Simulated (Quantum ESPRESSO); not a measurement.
# CuCl2 (P4/mmm) in Quantum ESPRESSO: notebook

The runs below take CuCl2 through band structure, single point, equation of state, with PBEsol, LDA.

All numbers are computed with Quantum ESPRESSO 7.5; they aren't measurements. Logs are shortened: lines on timing, memory, paths and dates and some standing lists are left out, and cuts for length are marked.

### 1 The structure

The structure is tetragonal, space group P4/mmm (No. 123). The conventional cell has a = 4.521 Å, b = 4.521 Å, c = 4.318 Å, α = 90.00°, β = 90.00°, γ = 90.00°. Cu (site symmetry 4/mmm) is surrounded by 4 Cl at 2.26 Å. Cl (site symmetry mmm) has 2 Cu at 2.26 Å as nearest neighbours.

Measurements of this composition are mostly on another form, of space group No. 12.

### 2 Band structure, PBEsol

pw.in reads:

```
&CONTROL
  calculation = 'scf'
  prefix = 'pwscf'
  outdir = './tmp'
  pseudo_dir = './pseudo'
  tprnfor = .true.
  tstress = .true.
  disk_io = 'low'
/
&SYSTEM
  ibrav = 0
  celldm(1) = 8
  nat = 3
  ntyp = 2
  ecutwfc = 56
  ecutrho = 448
  nbnd = 24
  occupations = 'smearing'
  smearing = 'fd'
  degauss = 0.00367493
/
&ELECTRONS
  conv_thr = 6d-10
  electron_maxstep = 120
  mixing_beta = 0.5
/
ATOMIC_SPECIES
Cu    63.5460 cu_pbesol_v1.2.uspp.F.UPF
Cl    35.4500 cl_pbesol_v1.4.uspp.F.UPF
CELL_PARAMETERS alat
  1.0678483282297   0.0000000000000   0.0000000000000
  0.0000000000000   1.0678483282297   0.0000000000000
  0.0000000000000   0.0000000000000   1.0199116456263
ATOMIC_POSITIONS crystal
Cu     0.0000000000    0.0000000000    0.0000000000
Cl     0.0000000000    0.5000000000    0.0000000000
Cl     0.5000000000    0.0000000000    0.0000000000
K_POINTS automatic
6 6 6 0 0 0
```

bands.in reads:

```
&CONTROL
  calculation = 'bands'
  prefix = 'pwscf'
  outdir = './tmp'
  pseudo_dir = './pseudo'
  disk_io = 'low'
  verbosity = 'high'
/
&SYSTEM
  ibrav = 0
  celldm(1) = 8
  nat = 3
  ntyp = 2
  ecutwfc = 56
  ecutrho = 448
  nbnd = 24
  occupations = 'smearing'
  smearing = 'fd'
  degauss = 0.00367493
/
&ELECTRONS
  conv_thr = 1d-08
  electron_maxstep = 120
  mixing_beta = 0.5
  diago_full_acc = .true.
  startingwfc = 'random'
/
ATOMIC_SPECIES
Cu    63.5460 cu_pbesol_v1.2.uspp.F.UPF
Cl    35.4500 cl_pbesol_v1.4.uspp.F.UPF
CELL_PARAMETERS alat
  1.0678483282297   0.0000000000000   0.0000000000000
  0.0000000000000   1.0678483282297   0.0000000000000
  0.0000000000000   0.0000000000000   1.0199116456263
ATOMIC_POSITIONS crystal
Cu     0.0000000000    0.0000000000    0.0000000000
Cl     0.0000000000    0.5000000000    0.0000000000
Cl     0.5000000000    0.0000000000    0.0000000000
K_POINTS crystal
60
 0.0000000000  0.0000000000  0.0000000000 1
 0.0000000000  0.1000000000  0.0000000000 1
 0.0000000000  0.2000000000  0.0000000000 1
 0.0000000000  0.3000000000  0.0000000000 1
 0.0000000000  0.4000000000  0.0000000000 1
 0.0000000000  0.5000000000  0.0000000000 1
 0.1000000000  0.5000000000  0.0000000000 1
 0.2000000000  0.5000000000  0.0000000000 1
 0.3000000000  0.5000000000  0.0000000000 1
 0.4000000000  0.5000000000  0.0000000000 1
 0.5000000000  0.5000000000  0.0000000000 1
 0.4375000000  0.4375000000  0.0000000000 1
 0.3750000000  0.3750000000  0.0000000000 1
 0.3125000000  0.3125000000  0.0000000000 1
 0.2500000000  0.2500000000  0.0000000000 1
 0.1875000000  0.1875000000  0.0000000000 1
 0.1250000000  0.1250000000  0.0000000000 1
 0.0625000000  0.0625000000  0.0000000000 1
 0.0000000000  0.0000000000  0.0000000000 1
 0.0000000000  0.0000000000  0.0833333333 1
 0.0000000000  0.0000000000  0.1666666667 1
 0.0000000000  0.0000000000  0.2500000000 1
 0.0000000000  0.0000000000  0.3333333333 1
 0.0000000000  0.0000000000  0.4166666667 1
 0.0000000000  0.0000000000  0.5000000000 1
 0.0000000000  0.0833333333  0.5000000000 1
 0.0000000000  0.1666666667  0.5000000000 1
 0.0000000000  0.2500000000  0.5000000000 1
 0.0000000000  0.3333333333  0.5000000000 1
 0.0000000000  0.4166666667  0.5000000000 1
 0.0000000000  0.5000000000  0.5000000000 1
 0.0833333333  0.5000000000  0.5000000000 1
 0.1666666667  0.5000000000  0.5000000000 1
 0.2500000000  0.5000000000  0.5000000000 1
 0.3333333333  0.5000000000  0.5000000000 1
 0.4166666667  0.5000000000  0.5000000000 1
 0.5000000000  0.5000000000  0.5000000000 1
 0.4444444444  0.4444444444  0.5000000000 1
 0.3888888889  0.3888888889  0.5000000000 1
 0.3333333333  0.3333333333  0.5000000000 1
 0.2777777778  0.2777777778  0.5000000000 1
 0.2222222222  0.2222222222  0.5000000000 1
 0.1666666667  0.1666666667  0.5000000000 1
 0.1111111111  0.1111111111  0.5000000000 1
 0.0555555556  0.0555555556  0.5000000000 1
 0.0000000000  0.0000000000  0.5000000000 1
 0.0000000000  0.5000000000  0.0000000000 1
 0.0000000000  0.5000000000  0.0833333333 1
 0.0000000000  0.5000000000  0.1666666667 1
 0.0000000000  0.5000000000  0.2500000000 1
 0.0000000000  0.5000000000  0.3333333333 1
 0.0000000000  0.5000000000  0.4166666667 1
 0.0000000000  0.5000000000  0.5000000000 1
 0.5000000000  0.5000000000  0.0000000000 1
 0.5000000000  0.5000000000  0.0833333333 1
 0.5000000000  0.5000000000  0.1666666667 1
 0.5000000000  0.5000000000  0.2500000000 1
 0.5000000000  0.5000000000  0.3333333333 1
 0.5000000000  0.5000000000  0.4166666667 1
 0.5000000000  0.5000000000  0.5000000000 1
```

Potentials or basis: GBRV 1.5 PBEsol.

Launch:

```sh
OMP_NUM_THREADS=1 mpirun -n 2 pw.x -nk 2 -in pw.in > pw.out
OMP_NUM_THREADS=1 mpirun -n 2 pw.x -nk 2 -in bands.in > bands.out
```

pw.out:

```text
This program is part of the open-source Quantum ESPRESSO suite
     for quantum simulation of materials; please cite
         "P. Giannozzi et al., J. Phys.:Condens. Matter 21 395502 (2009);
         "P. Giannozzi et al., J. Phys.:Condens. Matter 29 465901 (2017);
         "P. Giannozzi et al., J. Chem. Phys. 152 154105 (2020);
     in publications or presentations arising from this work. More details at

     Message from routine setup:
     using ibrav=0 with symmetry is DISCOURAGED, use correct ibrav instead

     K-points division:     npool     =       2
     Subspace diagonalization in iterative solution of the eigenvalue problem:
     a serial algorithm will be used

     G-vector sticks info
     --------------------
     sticks:   dense  smooth     PW     G-vecs:    dense   smooth      PW
     Sum        2593    1305    385                95343    33695    5413

     Using Slab Decomposition

     bravais-lattice index     =            0
     lattice parameter (alat)  =       8.0000  a.u.
     unit-cell volume          =     595.4587 (a.u.)^3
     number of atoms/cell      =            3
     number of atomic types    =            2
     number of electrons       =        33.00
     number of Kohn-Sham states=           24
     kinetic-energy cutoff     =      56.0000  Ry
     charge density cutoff     =     448.0000  Ry
     scf convergence threshold =      6.0E-10
     mixing beta               =       0.5000
     number of iterations used =            8  plain     mixing
     Exchange-correlation= SLA  PW   PSX  PSC
                           (   1   4  10   8   0   0   0)

     celldm(1)=   8.000000  celldm(2)=   0.000000  celldm(3)=   0.000000
     celldm(4)=   0.000000  celldm(5)=   0.000000  celldm(6)=   0.000000

     crystal axes: (cart. coord. in units of alat)
               a(1) = (   1.067848   0.000000   0.000000 )
               a(2) = (   0.000000   1.067848   0.000000 )
               a(3) = (   0.000000   0.000000   1.019912 )

     reciprocal axes: (cart. coord. in units 2 pi/alat)
               b(1) = (  0.936463  0.000000  0.000000 )
               b(2) = (  0.000000  0.936463  0.000000 )
               b(3) = (  0.000000  0.000000  0.980477 )

     PseudoPot. # 1 for Cu read from file:
     cu_pbesol_v1.2.uspp.F.UPF
     Pseudo is Ultrasoft + core correction, Zval = 19.0
     Generated by new atomic code, or converted to UPF format
     Using radial grid of  867 points,  6 beta functions with:
                l(1) =   0
                l(2) =   0
                l(3) =   1
                l(4) =   1
                l(5) =   2
                l(6) =   2
     Q(r) pseudized with  8 coefficients,  rinner =    1.150   1.150   1.150
                                                       1.150   1.150

     PseudoPot. # 2 for Cl read from file:
     cl_pbesol_v1.4.uspp.F.UPF
     Pseudo is Ultrasoft + core correction, Zval =  7.0
     Generated by new atomic code, or converted to UPF format
     Using radial grid of  909 points,  6 beta functions with:
                l(1) =   0
                l(2) =   0
                l(3) =   1
                l(4) =   1
                l(5) =   2
                l(6) =   2
     Q(r) pseudized with  8 coefficients,  rinner =    1.300   1.300   1.300
                                                       1.300   1.300

     atomic species   valence    mass     pseudopotential
     Cu               19.00    63.54600     Cu( 1.00)
     Cl                7.00    35.45000     Cl( 1.00)

     16 Sym. Ops., with inversion, found

   Cartesian axes

     site n.     atom                  positions (alat units)
         1        Cu     tau(   1) = (   0.0000000   0.0000000   0.0000000  )
         2        Cl     tau(   2) = (   0.0000000   0.5339242   0.0000000  )
         3        Cl     tau(   3) = (   0.5339242   0.0000000   0.0000000  )

     number of k points=    40  Fermi-Dirac smearing, width (Ry)=  0.0037
                       cart. coord. in units 2pi/alat
        k(    1) = (   0.0000000   0.0000000   0.0000000), wk =   0.0092593
        k(    2) = (   0.0000000   0.0000000   0.1634128), wk =   0.0185185
        k(    3) = (   0.0000000   0.0000000   0.3268257), wk =   0.0185185
        k(    4) = (   0.0000000   0.0000000  -0.4902385), wk =   0.0092593
        k(    5) = (   0.0000000   0.1560771   0.0000000), wk =   0.0370370
        k(    6) = (   0.0000000   0.1560771   0.1634128), wk =   0.0740741
[... 32 lines left out ...]
        k(   39) = (  -0.4682313  -0.4682313   0.3268257), wk =   0.0185185
        k(   40) = (  -0.4682313  -0.4682313  -0.4902385), wk =   0.0092593

     Dense  grid:    95343 G-vectors     FFT dimensions: (  60,  60,  60)

     Smooth grid:    33695 G-vectors     FFT dimensions: (  45,  45,  40)

     Initial potential from superposition of free atoms

     starting charge      32.0000, renormalised to      33.0000

     negative rho (up, down):  3.248E-02 0.000E+00
     Starting wfcs are   21 randomized atomic wfcs +    3 random wfcs

     Self-consistent Calculation

     iteration #  1     ecut=    56.00 Ry     beta= 0.50
     Davidson diagonalization with overlap
     ethr =  1.00E-02,  avg # of iterations =  7.9

     negative rho (up, down):  3.136E-02 0.000E+00

     total energy              =    -469.66654483 Ry
     estimated scf accuracy    <       0.59849547 Ry

     iteration #  2     ecut=    56.00 Ry     beta= 0.50
     Davidson diagonalization with overlap
     ethr =  1.81E-03,  avg # of iterations =  3.2
[... 46 lines left out ...]
     negative rho (up, down):  3.032E-02 0.000E+00

     total energy              =    -469.97593810 Ry
     estimated scf accuracy    <       0.00012990 Ry

     iteration #  8     ecut=    56.00 Ry     beta= 0.50
     Davidson diagonalization with overlap
     c_bands:  1 eigenvalues not converged
     ethr =  3.94E-07,  avg # of iterations =  5.8

     negative rho (up, down):  3.032E-02 0.000E+00

     total energy              =    -469.97594297 Ry
     estimated scf accuracy    <       0.00051659 Ry

     iteration #  9     ecut=    56.00 Ry     beta= 0.50
     Davidson diagonalization with overlap
     ethr =  3.94E-07,  avg # of iterations =  2.3
[... 42 lines left out ...]
     iteration # 14     ecut=    56.00 Ry     beta= 0.50
     Davidson diagonalization with overlap
     ethr =  8.31E-11,  avg # of iterations =  1.0

     negative rho (up, down):  3.030E-02 0.000E+00

     End of self-consistent calculation

          k = 0.0000 0.0000 0.0000 (  4191 PWs)   bands (ev):

  -110.4615 -68.1844 -68.1844 -67.6860 -13.7178 -12.5696  -2.9791  -2.9791
    -1.2155  -1.0941  -0.8515  -0.7852  -0.7852  -0.6518   0.0857   0.2125
     0.2125   3.5275   7.2234  10.2274  11.0896  11.2683  12.4688  12.5009

          k = 0.0000 0.0000 0.1634 (  4215 PWs)   bands (ev):

  -110.4615 -68.1844 -68.1844 -67.6861 -13.7077 -12.5635  -2.9650  -2.9650
    -1.3004  -1.2147  -0.8508  -0.7924  -0.7924  -0.6017   0.0019   0.2198
     0.2198   3.7086   7.4962   9.8815  11.1399  11.3896  11.5123  11.5123
[... 73 lines left out ...]
          k = 0.0000-0.4682 0.3268 (  4212 PWs)   bands (ev):

  -110.4615 -68.1844 -68.1844 -67.6861 -13.1577 -12.9877  -4.1528  -2.4983
    -1.9322  -1.7660  -0.9648  -0.8013  -0.7211  -0.5971   0.2589   0.4175
     0.4253   6.6185   8.2279   9.3452  10.7670  11.7404  12.5385  12.5406

          k = 0.0000-0.4682-0.4902 (  4220 PWs)   bands (ev):

  -110.4615 -68.1844 -68.1844 -67.6861 -13.1493 -12.9795  -4.1419  -2.4860
    -1.9267  -1.8314  -1.0756  -0.8084  -0.7033  -0.5920   0.3007   0.3703
     0.4322   6.4905   8.1103   9.5088  10.8253  11.5276  12.4537  13.1037

          k = 0.1561 0.1561 0.0000 (  4209 PWs)   bands (ev):

  -110.4615 -68.1844 -68.1844 -67.6860 -13.5543 -12.6785  -3.5701  -3.0941
    -1.6879  -1.3287  -1.0442  -0.5832  -0.4378  -0.3488  -0.0857   0.2823
     0.7219   4.6477   7.7266   9.7987  10.6554  11.1393  11.6683  12.9047
[... 55 lines left out ...]
          k = 0.1561-0.4682 0.3268 (  4214 PWs)   bands (ev):

  -110.4615 -68.1844 -68.1844 -67.6861 -13.1093 -12.9796  -4.3467  -2.9979
    -2.3131  -1.7560  -1.3411  -0.4380  -0.3427  -0.2819   0.4238   0.5142
     0.9557   6.3542   8.2861   9.2518  10.5404  11.5119  11.8140  12.4975

          k = 0.1561-0.4682-0.4902 (  4200 PWs)   bands (ev):

  -110.4615 -68.1844 -68.1844 -67.6861 -13.1010 -12.9714  -4.3323  -2.9906
    -2.3024  -1.8207  -1.4118  -0.3714  -0.3648  -0.3301   0.3774   0.5212
     0.9757   6.1149   8.2838   9.2329  10.6298  11.7821  12.2099  12.3728

          k = 0.3122 0.3122 0.0000 (  4216 PWs)   bands (ev):

  -110.4615 -68.1844 -68.1844 -67.6860 -13.1877 -12.8825  -4.6556  -3.3314
    -2.6360  -1.4988  -1.4035  -0.4969  -0.0839   0.2845   0.5210   0.5861
     1.8816   6.6713   8.2023   9.0559   9.7417  10.4068  11.5173  12.0078
[... 31 lines left out ...]
          k = 0.3122-0.4682 0.3268 (  4224 PWs)   bands (ev):

  -110.4615 -68.1844 -68.1844 -67.6861 -13.0080 -12.9632  -4.8651  -3.3641
    -2.7815  -1.7371  -1.6287  -0.3505  -0.0509   0.2154   0.4373   0.8852
     2.2130   5.7790   8.7329   9.0284   9.7696  11.2719  11.6954  11.7071

          k = 0.3122-0.4682-0.4902 (  4212 PWs)   bands (ev):

  -110.4615 -68.1844 -68.1844 -67.6861 -12.9999 -12.9551  -4.8462  -3.3615
    -2.7674  -1.7992  -1.6917  -0.2965  -0.0416   0.1599   0.3919   0.8914
     2.2193   5.4228   8.7707   8.8556   9.8925  11.5920  12.2551  12.4613

          k =-0.4682-0.4682 0.0000 (  4268 PWs)   bands (ev):

  -110.4615 -68.1844 -68.1844 -67.6860 -12.9785 -12.9785  -5.1970  -3.4413
    -3.0043  -1.5486  -1.5486  -0.4749  -0.0340   0.6078   0.6078   1.1171
     2.7728   7.5289   8.6459   8.7424   8.7424  10.4530  10.4530  11.2672

          k =-0.4682-0.4682 0.1634 (  4212 PWs)   bands (ev):

  -110.4615 -68.1844 -68.1844 -67.6861 -12.9706 -12.9706  -5.1776  -3.4396
    -2.9895  -1.6076  -1.6076  -0.4317  -0.0259   0.5478   0.5478   1.1219
     2.7757   6.5204   8.9929   8.9929   9.6179   9.8946  10.7418  10.7418

          k =-0.4682-0.4682 0.3268 (  4212 PWs)   bands (ev):

  -110.4615 -68.1844 -68.1844 -67.6861 -12.9549 -12.9549  -5.1384  -3.4360
    -2.9595  -1.7277  -1.7277  -0.3366  -0.0089   0.4442   0.4442   1.1314
     2.7817   5.4817   8.9151   9.3744   9.3744  10.5235  11.6746  11.6746

          k =-0.4682-0.4682-0.4902 (  4200 PWs)   bands (ev):

  -110.4615 -68.1844 -68.1844 -67.6861 -12.9470 -12.9470  -5.1186  -3.4342
    -2.9444  -1.7884  -1.7884  -0.2837  -0.0001   0.3995   0.3995   1.1362
     2.7846   5.0872   8.5699   9.5144   9.5144  10.8272  12.5018  12.5018

     the Fermi energy is     0.9478 ev

!    total energy              =    -469.97600597 Ry
     estimated scf accuracy    <          3.4E-10 Ry
     smearing contrib. (-TS)   =      -0.00206153 Ry
     internal energy E=F+TS    =    -469.97394444 Ry

     The total energy is F=E-TS. E is the sum of the following terms:
     one-electron contribution =    -497.85987997 Ry
     hartree contribution      =     255.73042985 Ry
     xc contribution           =     -56.95785339 Ry
     ewald contribution        =    -170.88664094 Ry

     convergence has been achieved in  14 iterations

     negative rho (up, down):  3.030E-02 0.000E+00

     Forces acting on atoms (cartesian axes, Ry/au):

     atom    1 type  1   force =     0.00000000    0.00000000    0.00000000
     atom    2 type  2   force =     0.00000000    0.00000000    0.00000000
     atom    3 type  2   force =     0.00000000    0.00000000    0.00000000

     Total force =     0.000000     Total SCF correction =     0.000000

     Computing stress (Cartesian axis) and pressure

     negative rho (up, down):  3.030E-02 0.000E+00
          total   stress  (Ry/bohr**3)                   (kbar)     P=      -16.70
  -0.00016828   0.00000000   0.00000000          -24.76        0.00        0.00
   0.00000000  -0.00016828   0.00000000            0.00      -24.76        0.00
   0.00000000   0.00000000  -0.00000397            0.00        0.00       -0.58

=------------------------------------------------------------------------------=
   JOB DONE.
=------------------------------------------------------------------------------=
```

It took 2 min on 2 MPI ranks of Intel Xeon Platinum 8375C at 2.90GHz (Ice Lake), shared host; peak memory 0.52 GiB.

Results:

```
Free energy            : -6394.3493 eV
Pressure               : -1.7 GPa
Band gap on the k mesh : none (metal or under the smearing width)
```

Levels at the corners of the path, in eV from the Fermi level:
```csv
point,band 15,band 16,band 17,band 18,band 19,band 20
Γ,-0.86,-0.74,-0.74,2.58,6.28,9.28
X,-0.82,-0.54,-0.36,5.89,7.64,8.19
M,-0.34,0.17,1.82,6.58,7.70,7.79
Γ,-0.86,-0.74,-0.74,2.58,6.28,9.28
Z,-1.19,-0.71,-0.71,3.35,6.75,8.76
R,-0.65,-0.58,-0.52,5.54,7.16,8.56
A,-0.55,0.19,1.84,4.14,7.62,8.57
Z,-1.19,-0.71,-0.71,3.35,6.75,8.76
X,-0.82,-0.54,-0.36,5.89,7.64,8.19
R,-0.65,-0.58,-0.52,5.54,7.16,8.56
M,-0.34,0.17,1.82,6.58,7.70,7.79
A,-0.55,0.19,1.84,4.14,7.62,8.57
```

Caveat: some levels on the path didn't converge; this functional lacks dispersion, which binds the layers, so the pressure and a relaxed spacing across them are unreliable; an odd number of electrons without spin polarisation forces a metal; a magnetic or distorted state may lie lower; the run has no spin polarisation, though such a crystal can be magnetic; semilocal functionals often make such compounds metallic where correlation or magnetic order opens a gap, which also shifts bond lengths. With open d or f shells a metallic result of PBEsol can be an artefact of self-interaction; +U or a hybrid may open a gap.

### 3 Single point, LDA, 27.65 Å³/atom

pw.in reads:

```
&CONTROL
  calculation = 'scf'
  prefix = 'pwscf'
  outdir = './tmp'
  pseudo_dir = './pseudo'
  tstress = .true.
  disk_io = 'nowf'
/
&SYSTEM
  ibrav = 0
  nat = 3
  ntyp = 2
  ecutwfc = 56
  ecutrho = 448
  nbnd = 24
  occupations = 'smearing'
  smearing = 'fd'
  degauss = 0.00367493
/
&ELECTRONS
  conv_thr = 6d-10
  electron_maxstep = 120
  mixing_beta = 0.5
/
ATOMIC_SPECIES
Cu    63.5460 cu_lda_v1.2.uspp.F.UPF
Cl    35.4500 cl_lda_v1.4.uspp.F.UPF
CELL_PARAMETERS angstrom
   4.4283639832    0.0000000000    0.0000000000
   0.0000000000    4.4283639832    0.0000000000
   0.0000000000    0.0000000000    4.2295706966
ATOMIC_POSITIONS crystal
Cu     0.0000000000    0.0000000000    0.0000000000
Cl     0.0000000000    0.5000000000    0.0000000000
Cl     0.5000000000    0.0000000000    0.0000000000
K_POINTS automatic
6 6 6 0 0 0
```

Potentials or basis: GBRV 1.5 LDA.

Launch:

```sh
OMP_NUM_THREADS=1 mpirun -n 2 pw.x -nk 2 -in pw.in > pw.out
```

It took 46 s on 2 MPI ranks of Intel Xeon Platinum 8375C at 2.90GHz (Ice Lake), shared host; peak memory 0.5 GiB.

The run converged. Its results:

- Free energy: -6397.0119 eV
- Pressure: -1.2 GPa
- Band gap on the k mesh: none (metal or under the smearing width)

Caveat: an odd number of electrons without spin polarisation forces a metal; a magnetic or distorted state may lie lower; the run has no spin polarisation, though such a crystal can be magnetic; semilocal functionals often make such compounds metallic where correlation or magnetic order opens a gap, which also shifts bond lengths.

### 4 Single point, LDA, 28.24 Å³/atom

pw.in, as its differences from that of step 3:

```diff
@@ -28,5 +28,5 @@
 CELL_PARAMETERS angstrom
-   4.4283639832    0.0000000000    0.0000000000
-   0.0000000000    4.4283639832    0.0000000000
-   0.0000000000    0.0000000000    4.2295706966
+   4.4595506726    0.0000000000    0.0000000000
+   0.0000000000    4.4595506726    0.0000000000
+   0.0000000000    0.0000000000    4.2593573872
 ATOMIC_POSITIONS crystal
```

Launch:

```sh
OMP_NUM_THREADS=1 mpirun -n 2 pw.x -nk 2 -in pw.in > pw.out
```

Run time: 61 s. Hardware: 2 MPI ranks of Intel Xeon Platinum 8375C at 2.90GHz (Ice Lake), shared host; peak memory 0.5 GiB.

It converged, with:

```yaml
Free_energy: -6396.9953 eV
Pressure: -2.0 GPa
Band_gap_on_the_k_mesh: none (metal or under the smearing width)
```

Caveat: an odd number of electrons without spin polarisation forces a metal; a magnetic or distorted state may lie lower; the run has no spin polarisation, though such a crystal can be magnetic; semilocal functionals often make such compounds metallic where correlation or magnetic order opens a gap, which also shifts bond lengths.

(Part 1 of 2 ends here.)
